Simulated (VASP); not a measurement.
Given:

```
CELL_PARAMETERS angstrom
      0.00000     3.02308     3.02308
      3.02308     0.00000     3.02308
      3.02308     3.02308     0.00000
ATOMIC_POSITIONS crystal
  Al 0.00000 0.00000 0.00000
  Sb 0.25000 0.25000 0.25000
```

The numbers are results of SCAN meta-GGA, VASP's PBE PAW potentials (set 64) (plane waves; VASP 6.6.1), not measurements. Settings: 520 eV cut-off, 7×7×7 Γ-centred mesh, Gaussian smearing of 0.050 eV, potentials Al Sb.

Give the stress tensor in GPa (positive for a compressed cell).

```
4.00  0.00  0.00
0.00  4.00  0.00
0.00  0.00  4.00
```
The pressure is its mean diagonal, 4.00 GPa.

The compound is AlSb in the zinc blende structure. This cell is one point of a volume scan, at 0.94 of the reference volume.
